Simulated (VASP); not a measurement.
# WS₂, self-consistent run: which settings are enough?

WS₂, P3m1 (no. 156), 6 atoms in the cell. Rev-vdW-DF2; PAW potentials W_sv, S (PBE set). VASP 6.6.1. The cell is changed on purpose: last atom moved by 0.05 Å along z, cell strained by -1.0% along z.

Wanted: energy within 2 meV/atom; forces within 0.01 eV/Å.

What the run is for: forces; Accuracy asked: standard.

POSCAR:
```
WS2
1.0
    3.1800000000      0.0000000000      0.0000000000
   -1.5900000000      2.7539607840      0.0000000000
    0.0000000000      0.0000000000     12.3750000000
W S
2 4
Direct
    0.6666666700      0.3333333300      0.7500000000
    0.3333333300      0.6666666700      0.2500000000
    0.6666666700      0.3333333300      0.3750000000
    0.3333333300      0.6666666700      0.8750000000
    0.6666666700      0.3333333300      0.1250000000
    0.3333333300      0.6666666700      0.6290000000
```

The series start from Plane-wave cutoff (eV): 340; k-point mesh: 8 × 8 × 2; Precision mode (PREC): Accurate; Electronic threshold (eV): 1e-6; Bands in all (NBANDS): 40; Aspherical gradient terms in the spheres (LASPH): yes; Electronic algorithm: ALGO=Normal; Placing of the Fermi level (EFERMI): EFERMI=MIDGAP; Support grid and gradient cutoff: ADDGRID=False GGA_COMPAT=False. Each series keeps the choices made before it, and each single choice may use up half of a tolerance.

## Plane-wave cutoff (eV)

| Plane-wave cutoff (eV) | Energy less reference (meV/atom) | Forces, largest deviation (eV/Å) | SCF iterations | Time (s) |
|---|---|---|---|---|
| 210 | 30.4 | 0.009 | 14 | 26 |
| 260 | 9.9 | 0.025 | 14 | 38 |
| 300 | 4.9 | 0.013 | 14 | 38 |
| 340 | 3.0 | 0.007 | 14 | 52 |
| 390 | 1.9 | 0.004 | 14 | 49 |
| 460 | 1.3 | 0.002 | 14 | 76 |
| 550 | 0.4 | 0.001 | 14 | 87 |
| 690 (reference) | 0.0 | 0.000 | 14 | 133 |

Chosen: 550, the loosest value from which every tighter one stays within half of the tolerance.

## k-point mesh

| k-point mesh | Energy less reference (meV/atom) | Forces, largest deviation (eV/Å) | SCF iterations | Time (s) |
|---|---|---|---|---|
| 3 × 3 × 1 | 14.9 | 0.241 | 15 | 50 |
| 4 × 4 × 1 | -13.3 | 0.068 | 14 | 46 |
| 5 × 5 × 2 | -0.1 | 0.002 | 14 | 57 |
| 7 × 7 × 2 | -0.4 | 0.002 | 14 | 88 |
| 8 × 8 × 2 | 0.1 | 0.000 | 14 | 87 |
| 10 × 10 × 3 | 0.0 | 0.000 | 14 | 138 |
| 13 × 13 × 3 (reference) | 0.0 | 0.000 | 14 | 150 |

Chosen: 5 × 5 × 2.

## Precision mode (PREC)

| Precision mode (PREC) | Energy less reference (meV/atom) | Forces, largest deviation (eV/Å) | SCF iterations | Time (s) |
|---|---|---|---|---|
| SingleN | -0.1 | 0.001 | 14 | 15 |
| Normal | 0.0 | 0.000 | 14 | 28 |
| Single | 0.0 | 0.000 | 14 | 26 |
| Accurate (reference) | 0.0 | 0.000 | 14 | 57 |

Chosen: SingleN.

## Electronic threshold (eV)

| Electronic threshold (eV) | Energy less reference (meV/atom) | Forces, largest deviation (eV/Å) | SCF iterations | Time (s) |
|---|---|---|---|---|
| 0.001 | 0.0 | 0.014 | 11 | 12 |
| 0.0001 | 0.0 | 0.005 | 12 | 13 |
| 1e-5 | 0.0 | 0.001 | 13 | 14 |
| 1e-6 | 0.0 | 0.000 | 14 | 15 |
| 1e-7 | 0.0 | 0.000 | 16 | 18 |
| 1e-8 (reference) | 0.0 | 0.000 | 17 | 19 |

Chosen: 1e-5.

## Bands in all (NBANDS)

| Bands in all (NBANDS) | Energy less reference (meV/atom) | Forces, largest deviation (eV/Å) | SCF iterations | Time (s) |
|---|---|---|---|---|
| 27 | 0.0 | 0.001 | 13 | 12 |
| 28 | 0.0 | 0.002 | 13 | 11 |
| 30 | 0.0 | 0.001 | 13 | 12 |
| 32 | 0.0 | 0.001 | 13 | 12 |
| 40 | 0.0 | 0.001 | 13 | 14 |
| 54 (reference) | 0.0 | 0.000 | 12 | 17 |

Chosen: 27.

## Aspherical gradient terms in the spheres (LASPH)

| Aspherical gradient terms in the spheres (LASPH) | Energy less reference (meV/atom) | Forces, largest deviation (eV/Å) | SCF iterations | Time (s) |
|---|---|---|---|---|
| yes | 0.0 | 0.000 | 13 | 12 |
| no | 0.7 | 0.002 | 13 | 9.1 |

Chosen: yes; no other choice that stays within half of the tolerance saves 30 % of the time.

## Electronic algorithm

| Electronic algorithm | Energy less reference (meV/atom) | Forces, largest deviation (eV/Å) | SCF iterations | Time (s) |
|---|---|---|---|---|
| ALGO=Normal | 0.0 | 0.000 | 13 | 12 |
| ALGO=Fast | 0.0 | 0.004 | 17 | 14 |
| ALGO=VeryFast | 120.0 | 0.380 | 49 | 32 |
| ALGO=All ISEARCH=1 | 0.0 | 0.015 | 25 | 23 |
| ALGO=All ISEARCH=0 | 0.0 | 0.015 | 25 | 23 |
| ALGO=Damped TIME=0.4 | no result | no result | 120 | 70 |
| ALGO=Damped TIME=0.1 | 0.0 | 0.002 | 88 | 52 |

Chosen: ALGO=Normal.

## Placing of the Fermi level (EFERMI)

| Placing of the Fermi level (EFERMI) | Energy less reference (meV/atom) | Forces, largest deviation (eV/Å) | SCF iterations | Time (s) |
|---|---|---|---|---|
| EFERMI=MIDGAP | 0.0 | 0.000 | 13 | 12 |
| EFERMI=LEGACY | 0.0 | 0.000 | 13 | 10 |

Chosen: EFERMI=MIDGAP.

## Support grid and gradient cutoff

| Support grid and gradient cutoff | Energy less reference (meV/atom) | Forces, largest deviation (eV/Å) | SCF iterations | Time (s) |
|---|---|---|---|---|
| ADDGRID=False GGA_COMPAT=False | 0.0 | 0.000 | 13 | 12 |
| ADDGRID=True GGA_COMPAT=False | -0.2 | 0.000 | 13 | 12 |
| ADDGRID=False GGA_COMPAT=True | 0.0 | 0.001 | 13 | 14 |

Chosen: ADDGRID=False GGA_COMPAT=False.

## All choices together

| Input | Energy less reference (meV/atom) | Forces, largest deviation (eV/Å) | Time (s) |
|---|---|---|---|
| the program's defaults (naive) | 11.1 | 0.017 | 9.6 |
| chosen settings | 0.2 | 0.002 | 12 |
| reference settings throughout | 0.0 | 0.000 | 358 |

The tolerance is met.

## The input

INCAR:
```
  ADDGRID = F
  AGGAC = 0.0
  ALGO = Normal
  EDIFF = 1E-5
  EFERMI = MIDGAP
  ENCUT = 550
  GGA = MK
  GGA_COMPAT = F
  ISIF = 2
  ISMEAR = 0
  LASPH = T
  LCHARG = F
  LREAL = F
  LUSE_VDW = T
  LWAVE = F
  NBANDS = 27
  NELM = 120
  PARAM1 = 0.1234
  PARAM2 = 0.711357
  PREC = SingleN
  SIGMA = 0.03
  ZAB_VDW = -1.8867
```

KPOINTS:
```
Automatic mesh
0
Gamma
  5 5 2
  0 0 0
```

Commands:
```
cat potpaw_PBE.64/W_sv/POTCAR potpaw_PBE.64/S/POTCAR > POTCAR
mpirun -np 1 vasp_std > vasp.out
```

The chosen input took VASP 6.6.1 12 s on 1 core (AMD EPYC 9R45 (Zen 5)), a shared host.

## An input that fails: smearing far too wide

It runs to its end, but against the unchanged starting input it is off by 15.7 meV/atom in the energy, 0.057 eV/Å in the forces.

Changes against the starting input:
```
- SIGMA = 0.03
- NELM = 120
+ SIGMA = 1.0
+ NELM = 95
```
